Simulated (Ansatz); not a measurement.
FeGe2:

```
Ge Fe
1.0
    -2.95956    2.95956    2.45140
     2.95956   -2.95956    2.45140
     2.95956    2.95956   -2.45140
Ge Fe
4 2
Direct
  0.84511 0.34511 0.19021
  0.65489 0.84511 0.50000
  0.34511 0.15489 0.50000
  0.15489 0.65489 0.80979
  0.25000 0.25000 0.00000
  0.75000 0.75000 0.00000
```

The cell is a database's computed one.

Program: Ansatz 0.2.0. Alike in all runs: task single point; level PBEsol; potentials or basis Ansatz PAW; cell as given; cutoff (eV) 420; smearing fermi-dirac 0.05 eV. Hardware: 2 threads of Arm Neoverse V2 (shared host).

Problem. Order these runs on this cell by their wall time, lowest first.
A. spin collinear, ferromagnetic start; k mesh 7 × 7 × 7
B. spin off; k mesh 7 × 7 × 7
C. spin non-collinear, random start; k mesh 5 × 5 × 5

Solution. B (6.7 s), A (28 s), C (83 s).

Caveats: the starting moments weren't kept (some runs).
